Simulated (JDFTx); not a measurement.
Input of a JDFTx 1.7.0 (patched build) run:

fluid.in

```
include SiS.lattice
coords-type Lattice
include SiS.ionpos

ion-species pseudo/Si.upf
ion-species pseudo/S.upf
elec-cutoff 27
elec-ex-corr lda-PW
kpoint-folding 1 1 1
elec-n-bands 5
electronic-minimize nIterations 100 energyDiffThreshold 1e-06
fluid LinearPCM
pcm-variant GLSSA13
fluid-solvent Glyme
fluid-minimize nIterations 200 knormThreshold 1e-10
initial-state vacuum.$VAR
core-overlap-check none
forces-output-coords Cartesian

dump-name fluid.$VAR
dump End Ecomponents EigStats BandEigs Kpoints Forces ElecDensity Dtot KEdensity
```

Contents of SiS.lattice:

```
lattice \
   17.0075351216     0.0000000000     0.0000000000 \
    0.0000000000    17.0075351216     0.0000000000 \
    0.0000000000     0.0000000000    20.7869873709
```

Contents of SiS.ionpos:

```
ion Si     0.5014444400     0.5023333300     0.4153945000 1
ion S      0.5014444400     0.5023333300     0.5907873200 1
```

Potentials or basis: PseudoDojo-SR-LDA-0.4.1-standard with smoothed tails.

Run with:

```sh
$ jdftx -c 1 -i fluid.in -o fluid.out
```

Q: Estimate the Loewdin charges.

A: Si +0.38; S -0.23 e.

Q: Estimate the solvation energy.

A: -0.143 eV.

Q: Predict the largest force.

A: 0.185 eV/Å.

Forces in eV/Å, atoms in the order of the input:
```
Si   0.000  0.000 -0.182
S    0.000  0.000  0.185
```

Caveat: forces in the liquid are good to some per cent; the liquid is a continuum model, checked here against plausible ranges alone.
